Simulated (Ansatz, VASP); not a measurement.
# WS2: VASP beside Ansatz, part 2 of 2

One calculation is typed for both programs; each brings its own data sets. How far apart do they land? The cell is taken from a series of runs on this material, whose earlier steps may have relaxed, scaled, displaced or heated it; both programs get it as it stands.

VASP 6.6.1 and Ansatz 0.2.0.

So far: The structure; VASP: zone-centre phonons, PBEsol.

## Step 2: VASP: zone-centre phonons, PBEsol (continued)

Level of this step: PBEsol, no spin polarisation; plane waves and PAW (W, S) (VASP).

Numbers of over 12 decimals in the logs are rounded to 6 here.

OUTCAR, selected parts (step 2):

```text
ion  position               nearest neighbor table
   1  0.000  0.000  0.000-   2 2.40   3 2.40   2 2.40   3 2.40   2 2.40   3 2.40
   2  0.333  0.667  0.908-   1 2.40   1 2.40   1 2.40
   3  0.333  0.667  0.092-   1 2.40   1 2.40   1 2.40

  LATTYP: Found a hexagonal cell.
 ALAT       =     3.1456792474
 C/A-ratio  =     5.3894400968

 Subroutine GETGRP returns: Found 12 space group operations
 (whereof 12 operations were pure point group operations)

The static configuration has the point symmetry D_3h.

 Found     38 irreducible k-points:

   k-points           NKPTS =     38   k-points in BZ     NKDIM =     38   number of bands    NBANDS=     15

   dimension x,y,z NGX =    28 NGY =   28 NGZ =  140
   dimension x,y,z NGXF=    56 NGYF=   56 NGZF=  280

   ENCUT  =  600.0 eV  44.10 Ry    6.64 a.u.   6.28  6.28 33.86*2*pi/ulx,y,z

   NELECT =      18.0000    total number of electrons

 k-points in reciprocal lattice and weights: Automatic mesh
   0.00000000  0.00000000  0.00000000       0.003
   0.08333333  0.00000000  0.00000000       0.021
   0.16666667 -0.00000000  0.00000000       0.021
   0.25000000  0.00000000  0.00000000       0.021
   0.33333333  0.00000000  0.00000000       0.021
   0.41666667  0.00000000  0.00000000       0.021
   0.50000000  0.00000000  0.00000000       0.010
   0.08333333  0.08333333  0.00000000       0.021
   0.16666667  0.08333333  0.00000000       0.042
[...]
0.33333333  0.25000000  0.50000000       0.042
   0.33333333  0.33333333  0.50000000       0.007

 average (electrostatic) potential at core
       1 -46.8240       2 -92.9704       3 -92.9704

  Total       -0.1334534     -0.1334534     -0.0678040      0.0000000      0.0000000      0.0000000
  in kB       -1.4717110     -1.4717110     -0.7477361      0.0000000      0.0000000      0.0000000
  external PRESSURE =      -1.2303861 kB  Pullay stress =       0.0000000 kB

  energy-cutoff  :      600.00
  volume of cell :      145.28
      direct lattice vectors                 reciprocal lattice vectors
     3.145679247  0.000000000  0.000000000     0.317896366  0.183537552  0.000000000
    -1.572839624  2.724238140  0.000000000     0.000000000  0.367075104  0.000000000
     0.000000000  0.000000000 16.953449868     0.000000000  0.000000000  0.058985045

 POSITION                                       TOTAL-FORCE (eV/Angst)
 -----------------------------------------------------------------------------------
      0.00000      0.00000      0.00000        -0.000000     -0.000000      0.000000
     -0.00000      1.81616     15.38664        -0.000000      0.000000      0.019086
     -0.00000      1.81616      1.56681         0.000000     -0.000000     -0.019086
 -----------------------------------------------------------------------------------
    total drift:                                0.000000     -0.000000     -0.000000

 MACROSCOPIC STATIC DIELECTRIC TENSOR (including local field effects in DFT)
 ------------------------------------------------------
           5.543572    -0.000000     0.000000
           0.000000     5.543572     0.000000
          -0.000000     0.000000     1.430876
 ------------------------------------------------------

 PIEZOELECTRIC TENSOR (including local field effects)  for field in x, y, z        (C/m^2)
          XX          YY          ZZ          XY          YZ          ZX
  --------------------------------------------------------------------------------
  x     0.00000     0.00000     0.00000     0.12333     0.00000     0.00000
  y     0.12333    -0.12333     0.00000     0.00000     0.00000     0.00000
  z     0.00000     0.00000     0.00000     0.00000     0.00000     0.00000

 BORN EFFECTIVE CHARGES (including local field effects) (in |e|, cummulative output)
 ---------------------------------------------------------------------------------
 ion    1
    1    -0.65890     0.00000     0.00000
    2     0.00000    -0.65890     0.00000
    3     0.00000    -0.00000    -0.08368
 ion    2
    1     0.32945     0.00000     0.00000
    2     0.00000     0.32945     0.00000
    3     0.00000     0.00000     0.04184
 ion    3
    1     0.32945     0.00000     0.00000
    2     0.00000     0.32945     0.00000
    3     0.00000    -0.00000     0.04184

 Eigenvectors and eigenvalues of the dynamical matrix
 ----------------------------------------------------

   1 f  =   13.196403 THz    82.915444 2PiTHz  440.184613 cm-1    54.575912 meV
             X         Y         Z           dx          dy          dz
      0.000000  0.000000  0.000000    -0.000000    0.000000   -0.508566
     -0.000000  1.816159 15.386641     0.000000   -0.000000    0.608835
     -0.000000  1.816159  1.566809     0.000000   -0.000000    0.608835

   2 f  =   12.609558 THz    79.228192 2PiTHz  420.609594 cm-1    52.148920 meV
             X         Y         Z           dx          dy          dz
      0.000000  0.000000  0.000000    -0.000000    0.000000   -0.000000
     -0.000000  1.816159 15.386641     0.000000   -0.000000    0.707107
     -0.000000  1.816159  1.566809     0.000000   -0.000000   -0.707107

   3 f  =   10.728539 THz    67.409398 2PiTHz  357.865538 cm-1    44.369652 meV
             X         Y         Z           dx          dy          dz
      0.000000  0.000000  0.000000    -0.508579   -0.000008    0.000000
     -0.000000  1.816159 15.386641     0.608830    0.000009   -0.000000
     -0.000000  1.816159  1.566809     0.608830    0.000009    0.000000

   4 f  =   10.728539 THz    67.409398 2PiTHz  357.865538 cm-1    44.369652 meV
             X         Y         Z           dx          dy          dz
      0.000000  0.000000  0.000000     0.000008   -0.508579   -0.000000
     -0.000000  1.816159 15.386641    -0.000009    0.608830    0.000000
     -0.000000  1.816159  1.566809    -0.000009    0.608830   -0.000000

   5 f  =    8.913658 THz    56.006165 2PiTHz  297.327627 cm-1    36.863911 meV
             X         Y         Z           dx          dy          dz
      0.000000  0.000000  0.000000    -0.000000   -0.000000    0.000000
     -0.000000  1.816159 15.386641    -0.707107   -0.000011   -0.000000
     -0.000000  1.816159  1.566809     0.707107    0.000011    0.000000

   6 f  =    8.913658 THz    56.006165 2PiTHz  297.327627 cm-1    36.863911 meV
             X         Y         Z           dx          dy          dz
      0.000000  0.000000  0.000000    -0.000000    0.000000   -0.000000
     -0.000000  1.816159 15.386641    -0.000011    0.707107   -0.000000
     -0.000000  1.816159  1.566809     0.000011   -0.707107   -0.000000

   7 f/i=    0.000362 THz     0.002274 2PiTHz    0.012072 cm-1     0.001497 meV
             X         Y         Z           dx          dy          dz
      0.000000  0.000000  0.000000     0.000000   -0.000000    0.861023
     -0.000000  1.816159 15.386641     0.000000   -0.000000    0.359611
     -0.000000  1.816159  1.566809     0.000000   -0.000000    0.359611

   8 f/i=    0.000454 THz     0.002853 2PiTHz    0.015148 cm-1     0.001878 meV
             X         Y         Z           dx          dy          dz
      0.000000  0.000000  0.000000     0.037273    0.860208   -0.000000
     -0.000000  1.816159 15.386641     0.015568    0.359283   -0.000000
     -0.000000  1.816159  1.566809     0.015568    0.359283   -0.000000

   9 f/i=    0.000454 THz     0.002853 2PiTHz    0.015148 cm-1     0.001878 meV
             X         Y         Z           dx          dy          dz
      0.000000  0.000000  0.000000    -0.860208    0.037273    0.000000
     -0.000000  1.816159 15.386641    -0.359283    0.015568    0.000000
     -0.000000  1.816159  1.566809    -0.359283    0.015568    0.000000

 MACROSCOPIC STATIC DIELECTRIC TENSOR IONIC CONTRIBUTION
 ------------------------------------------------------
           0.024147    -0.000000    -0.000000
          -0.000000     0.024147    -0.000000
          -0.000000    -0.000000     0.000257
 ------------------------------------------------------

 ELASTIC MODULI CONTR FROM IONIC RELAXATION (kBar)
 Direction    XX          YY          ZZ          XY          YZ          ZX
 --------------------------------------------------------------------------------
 XX        -183.8938   -136.1772   -425.0698      0.0000      0.0000     -0.0000
 YY        -136.1772   -183.8938   -425.0698      0.0000     -0.0000     -0.0000
 ZZ        -425.0698   -425.0698  -1129.0265      0.0000     -0.0000     -0.0000
 XY           0.0000      0.0000      0.0000    -23.8583      0.0000     -0.0000
 YZ           0.0000     -0.0000     -0.0000      0.0000   -586.6500      0.0000
 ZX          -0.0000     -0.0000     -0.0000     -0.0000      0.0000   -496.9145
 --------------------------------------------------------------------------------

 PIEZOELECTRIC TENSOR IONIC CONTR  for field in x, y, z        (C/m^2)
          XX          YY          ZZ          XY          YZ          ZX
  --------------------------------------------------------------------------------
  x    -0.00000    -0.00000    -0.00000     0.02259    -0.00000     0.00000
  y     0.02259    -0.02259     0.00000    -0.00000    -0.00000     0.00000
  z    -0.00000     0.00000    -0.00000    -0.00000    -0.00000     0.00000
```

This run has no spin polarisation, so a moment on W, if there is one, isn't seen.

## Step 3: Ansatz: zone-centre phonons, PBEsol

Ansatz runs on its default PAW (the set named soft_2) files.

The same cell, functional and mesh now go to Ansatz, which takes its cutoff from its data sets.

Contents of input.yaml:

```yaml
crystal:
  lattice:
    - [3.1456792474, 0.0, 0.0]
    - [-1.5728396237, 2.7242381404, 0.0]
    - [0.0, 0.0, 16.9534498676]
  atoms:
    - { symbol: W, position: [0.0, 0.0, 0.0] }
    - { symbol: S, position: [0.3333333333, 0.6666666667, 0.907581717] }
    - { symbol: S, position: [0.3333333333, 0.6666666667, 0.092418283] }
kpoints:
  mp_grid: { grid: [12, 12, 2] }
hamiltonian:
  xc: pbesol
scf:
  occupations: { method: fixed }
output:
  eigenvalues: true
phonons:
  method: dfpt
  dielectric: true
  rigid_motions: translations
```

Run with:

```bash
$ ansatz run input.yaml --threads 2 --pin off --max-ram 5120MiB --backend cpu --events-out ev --progress --plain --runs-dir out
```

The program printed:

```text
Engine: ansatz 0.2.0, x86_64-unknown-linux-gnu
Pseudopotentials: kind: paw
Pseudopotential: W, paw, valence charge 14, recommended cutoff 420 eV (normal), W.paw.azcp
Pseudopotential: S, paw, valence charge 6, recommended cutoff 420 eV (normal), S.paw.azcp
Functional definition: PBEsol
  exchange = pbesol_x
  correlation = pbesol_c
Crystal: 3 atoms, lattice volume = 145.284 Å³
Basis set: ecut = 420 eV, 2841 PW (Γ), exchange–correlation on 48×48×240 points (8 copies of the dense FFT grid, shifted against one another)
Bands: 17, of which v1, the nominal top of the filled ones, is band 13 counted from 1 (12 counted from 0)
Symmetry: 12 space group operations
k-points: 86 of 288 (irreducible under 2 space group operations, time reversal used)
Non-local potential: W, projectors of the file, l = 0: 3, l = 1: 2, l = 2: 2, l = 3: 1
Non-local potential: S, projectors of the file, l = 0: 2, l = 1: 2, l = 2: 2
PAW form: soft (Blöchl's): semilocal exchange-correlation on the pseudo side does not see the compensation charge
PAW frozen core: W, regenerated for the run's functional, and the local potential with it (the file was generated under x = pbe(κ = 0.804, μ = 0.219515), c = pbe(β = 0.066725))
PAW frozen core: S, regenerated for the run's functional, and the local potential with it (the file was generated under x = pbe(κ = 0.804, μ = 0.219515), c = pbe(β = 0.066725))
PAW one-centre angular grid: W, 590 points (default); XC on 64 Gauss nodes
PAW one-centre angular grid: S, 110 points (default); XC on 64 Gauss nodes
Initial density: superposition of atomic densities (neutral atoms: chi_scale 0, normalization atom), corrected by the library's trained network
Initial wavefunctions: pseudopotential atomic-orbital guess
Functional: x = pbesol(κ = 0.804, μ = 0.123457), c = pbesol(β = 0.046)
SCF iter   1: F=—  HF=-12029.064748 eV  |F-HF|=—  |Δ(HF+E_count)|=         —  Δρ=5.82e-3  dr2=1.19e-1  ethr=1.77e-3  ⟨swp⟩=6.3  Hψ=8017  notcnv=0  defer=122
preconditioner: auto → none  [insulator: Δε(μ)=1.917 eV  Ē_g=8.788 eV  n_scr=10 (ndim 8)  ℏωp=13.1 eV  f_vac=0.609  ε∞_Penn≈3.2]
SCF iter   2: F=—  HF=-12029.117878 eV  |F-HF|=—  |Δ(HF+E_count)|=   5.31e-2  Δρ=8.61e-3  dr2=4.12e-1  ethr=4.56e-4  ⟨swp⟩=3.7  Hψ=3782  notcnv=0  defer=164  recentre
SCF iter   3: F=—  HF=-12029.051289 eV  |F-HF|=—  |Δ(HF+E_count)|=   6.66e-2  Δρ=2.03e-3  dr2=3.97e-3  ethr=4.56e-4  ⟨swp⟩=3.0  Hψ=2439  notcnv=0  defer=168
SCF iter   4: F=—  HF=-12029.054525 eV  |F-HF|=—  |Δ(HF+E_count)|=   3.24e-3  Δρ=4.34e-4  dr2=1.22e-4  ethr=1.53e-5  ⟨swp⟩=2.7  Hψ=3010  notcnv=0  defer=172
SCF iter   5: F=—  HF=-12029.054677 eV  |F-HF|=—  |Δ(HF+E_count)|=   1.52e-4  Δρ=1.37e-4  dr2=1.21e-5  ethr=4.71e-7  ⟨swp⟩=2.6  Hψ=2792  notcnv=0  defer=172
SCF iter   6: F=—  HF=-12029.054693 eV  |F-HF|=—  |Δ(HF+E_count)|=   1.54e-5  Δρ=2.91e-5  dr2=1.99e-6  ethr=4.65e-8  ⟨swp⟩=2.4  Hψ=2704  notcnv=0  defer=151
SCF iter   7: F=—  HF=-12029.054634 eV  |F-HF|=—  |Δ(HF+E_count)|=   5.87e-5  Δρ=6.20e-6  dr2=5.77e-8  ethr=7.66e-9  ⟨swp⟩=3.0  Hψ=2786  notcnv=0  defer=133
SCF iter   8: F=—  HF=-12029.054634 eV  |F-HF|=—  |Δ(HF+E_count)|=   1.54e-8  Δρ=7.74e-7  dr2=1.19e-9  ethr=2.22e-10  ⟨swp⟩=2.7  Hψ=2825  notcnv=0  defer=133
SCF iter   9: F=-12029.054634 eV  HF=-12029.054634 eV  |F-HF|=9.09e-12  |Δ(HF+E_count)|=  7.20e-10  Δρ=7.39e-8  dr2=9.01e-12  ethr=1.00e-12  ⟨swp⟩=13.9  Hψ=13464  notcnv=0
SCF 1 converged in 9 iterations: F = -12029.054634 eV  dr2 = 9.01e-12
  greatest PAW one-centre occupation: 1.000 electrons in one spin orbital (limit 2), on the W atom at site 0 (counted from 0), in its partial waves of l = 0
DFPT response loops at Γ: preconditioner auto → none (the input reference at scf.mixing.eps_inf says where Resta's filter doesn't serve); β = 0.50; Broyden in place of MSR1
── the response to a field inside a basis, on 12×12×2 k-points: an SCF that follows is theirs, and a resumed run solves both again ──
Bands: 14, of which v1, the nominal top of the filled ones, is band 13 counted from 1 (12 counted from 0)
k-points: 42 of 288 (irreducible under 4 space group operations, time reversal used)
Initial density: handed on by an earlier stage of this run
Initial wavefunctions: pseudopotential atomic-orbital guess (no wavefunctions were taken with the density)
Eigensolver: Dense (42 Hₖ)
SCF iter   1: F=—  HF=-12029.049984 eV  |F-HF|=—  |Δ(HF+E_count)|=         —  Δρ=1.03e-4  dr2=2.63e-6  ethr=1.00e-1
preconditioner: auto → none  [insulator: Δε(μ)=2.125 eV  Ē_g=7.893 eV  n_scr=10 (ndim 8)  ℏωp=13.1 eV  f_vac=0.609  ε∞_Penn≈3.7]
SCF iter   2: F=—  HF=-12029.049985 eV  |F-HF|=—  |Δ(HF+E_count)|=   7.41e-7  Δρ=5.05e-5  dr2=6.44e-7  ethr=1.01e-8
SCF iter   3: F=—  HF=-12029.049986 eV  |F-HF|=—  |Δ(HF+E_count)|=   6.70e-7  Δρ=2.10e-5  dr2=2.26e-6  ethr=2.48e-9  recentre
SCF iter   4: F=-12029.049985 eV  HF=-12029.049985 eV  |F-HF|=1.27e-9  |Δ(HF+E_count)|=   3.58e-7  Δρ=2.94e-6  dr2=5.50e-9  ethr=2.48e-9
SCF 1 converged in 4 iterations: F = -12029.049985 eV  dr2 = 5.50e-9
DFPT response loops at Γ: mixed as the last ones told, above
SCF converged after 9 iterations
Free energy (F): -12029.054634 eV
Harris-Foulkes:  -12029.054634 eV  (|F-HF|=9.09e-12)
Internal energy: -12029.054634 eV  (E = F + TS)
E sigma→0 (E₀):  -12029.054634 eV
Fermi energy:    0.385669 eV
--- Per-component energies (eV) ---
  E_band       = -463.971872
  E_kinetic    = 666.964065
  E_local      = -12644.507324  (includes V_loc(G=0)·N_el)
  E_nonlocal   = 60.300006
  E_hartree    = 6002.782675
  E_xc         = -458.644180
  E_vxc        = -414.871074  (∫ρ·V_xc dr)
  E_paw        = -9604.534853  (= ΣΔE_a)
  E_vpaw       = -137.422716  (= ΣTr[D̂ρ^β])
  E_aug_tail   = -0.000065  (compensation charges beyond the density's cutoff)
  E_ewald      = 3948.239352
  E_core_change = 0.345691  (= ΣΔE_core)
  E_smearing   = -0.000000  (= −TS)
  E_closure    = -0.000000  (closes the sum)
  Σ components = -12029.054634   (vs F -12029.054634, Δ=0.00e0)
--- Band table (eV; the first three rows and the last of 86) ---
  k-point 0: bands = [... 9 lower, -1.7954, -1.1834, -1.1834, 0.2601, 3.3762, 3.3762, 3.5539, 3.5539]
  k-point 1: bands = [... 9 lower, -1.7954, -1.1834, -1.1834, 0.2601, 3.3762, 3.3762, 3.5539, 3.5539]
  k-point 2: bands = [... 9 lower, -2.1892, -1.3728, -0.9984, 0.2111, 3.2407, 3.2651, 3.4431, 3.6001]
  k-point 85: bands = [... 9 lower, -3.2300, -2.9913, -1.5303, -0.2238, 2.8775, 3.8210, 3.8439, 5.6538]
--- Phonons (Γ-DFPT): 4 representative perturbations + reference, on 86 of 288 k-points (Σ response iterations 14) ---
  k mesh reduced under 2 symmetry operations, with k and −k counted as one. Each operation leaves every solved perturbation unchanged. A smaller set is not considered because the run solves the response to a homogeneous field
  ASR residual: 1.674e-4 → 0.000e0 eV/Å²; symmetrization residual: 3.290e-6 eV/Å²
  ASR residual per site (eV/Å²): 1.67e-4 2.88e-5 2.88e-5
  Γ frequencies (cm⁻¹): 0.00 0.00 0.00 295.29 295.29 355.56 355.56 416.17 437.82
  ε∞ (high-frequency dielectric tensor):
        5.573500     0.000000    -0.000000
        0.000000     5.573500    -0.000000
       -0.000000    -0.000000     1.430717
  ε⁰ (static dielectric tensor: ions relaxed, cell fixed):
        5.596753     0.000000    -0.000000
        0.000000     5.596753    -0.000000
       -0.000000    -0.000000     1.430998
  ε⁰ − ε∞ (ionic part):
        0.023253     0.000000    -0.000000
        0.000000     0.023253     0.000000
       -0.000000     0.000000     0.000281
  softest optical mode at Γ: 295.29 cm⁻¹; the repairs (sum rule, projections) moved no ω² at Γ by more than (0.71 cm⁻¹)²
  Born effective charges Z* (e; rows j = field, columns β = displacement):
    site 0:
        -0.64237    0.00000    0.00000
        -0.00000   -0.64237   -0.00000
         0.00000   -0.00000   -0.08699
    site 1:
         0.32118    0.00000   -0.00000
         0.00000    0.32118    0.00000
        -0.00000    0.00000    0.04350
    site 2:
         0.32118   -0.00000    0.00000
        -0.00000    0.32118   -0.00000
        -0.00000   -0.00000    0.04350
  Z* charge neutrality: 9.429e-4 e pre-enforcement
  solved inside a basis spanned on kpoints, on 12×12×2 k-points, its susceptibility summed on 24×24×4: ε∞ is read to err by 1.7e-2, Z* by 1.5e-2 e (field_mesh: kpoints solves on kpoints); Z* is corrected for what the basis lacks
  optical modes at Γ without the LO–TO term, one row a degenerate level:
      ω (cm⁻¹)  modes    IR ((D/Å)²/amu)
        295.29      2             0.0000
        355.56      2             0.4005
        416.17      1             0.0000
        437.82      1             0.0037
  optical modes at Γ + LO–TO along q̂ = [1.0000, 0.0000, 0.0000]:
      ω (cm⁻¹)  modes    IR ((D/Å)²/amu)
        295.29      2             0.0000
        355.56      1             0.2003
[...]
optical modes at Γ + LO–TO along q̂ = [0.0000, 1.0000, 0.0000]:
      ω (cm⁻¹)  modes    IR ((D/Å)²/amu)
[...]
355.56      1             0.2003
        356.31      1             0.2003
        416.17      1             0.0000
        437.82      1             0.0037
  optical modes at Γ + LO–TO along q̂ = [0.0000, 0.0000, 1.0000]:
      ω (cm⁻¹)  modes    IR ((D/Å)²/amu)
        295.29      2             0.0000
        355.56      2             0.4005
        416.17      1             0.0000
        437.86      1             0.0037
```

In the SCF lines HF is the Harris–Foulkes energy and dr2 the Hartree energy of the density residual, in eV; the loop may stop once dr2 is under the threshold and the program's other checks hold. Hψ counts applications of the Hamiltonian.

## Step 4: Differences

Known differences besides the potentials themselves: fixed occupations in Ansatz, narrow Gaussian smearing in VASP; VASP's response is taken on the typed mesh, Ansatz refines its own for the field response alone; the data sets hold 26 valence electrons in Ansatz (on its default PAW (the set named soft_2) files) and 18 in VASP; the cutoff is 420 eV in Ansatz and 600 eV in VASP; Ansatz makes its cores anew for this functional, VASP keeps those of its PBE data sets. Total energies have different zeros and are not compared.

Compared:

| quantity | Ansatz | VASP | difference |
| --- | --- | --- | --- |
| ε∞ xx | 5.57 | 5.54 | +0.54 % |
| ε∞ yy | 5.57 | 5.54 | +0.54 % |
| ε∞ zz | 1.43 | 1.43 | -0.01 % |
| Born charge of W1 (mean of the diagonal) (e) | -0.46 | -0.47 | +0.01 |
| Born charge of S2 (mean of the diagonal) (e) | 0.23 | 0.23 | 0.00 |
| optical mode 1 to 2 (cm⁻¹) | 295.3 | 297.3 | -0.69 % |
| optical mode 3 to 4 (cm⁻¹) | 355.6 | 357.9 | -0.64 % |
| optical mode 5 (cm⁻¹) | 416.2 | 420.6 | -1.06 % |
| optical mode 6 (cm⁻¹) | 437.8 | 440.2 | -0.54 % |

Modes are paired by rising frequency, not by their patterns, so a pair may set unlike modes beside each other; they are those without the splitting of longitudinal modes.

## Step 5: What came out

* r.m.s. difference of the optical zone-centre modes, each program's sorted by frequency (zone-centre phonons, PBEsol): 2.7 cm⁻¹
* difference in optical mode 5 (zone-centre phonons, PBEsol): -1.1 %

What this shows: The r.m.s. difference of the optical zone-centre modes, each program's sorted by frequency is 2.7 cm⁻¹ (zone-centre phonons, PBEsol). The data sets hold unlike numbers of valence electrons (26 in Ansatz and 18 in VASP), so part of the differences may come from the potentials. Among the rows given in per cent, the largest difference of the zone-centre phonons, PBEsol pair is in optical mode 5, -1.1 %. How closely two codes agree says nothing of how well the functional describes the real material.

[Lines on the potential files, build, host, timing and source positions are cut from VASP's logs without a mark.]

[Logs are printed without paths, hosts, clocks, repeated set-up lines and the standing remarks that a program may print on its own settings, such as how far it seeks lower states.]

[Hosts, paths, dates, database ids (printed as entryN), source tags and the programs' standing remarks are cut or masked in the printed files.]
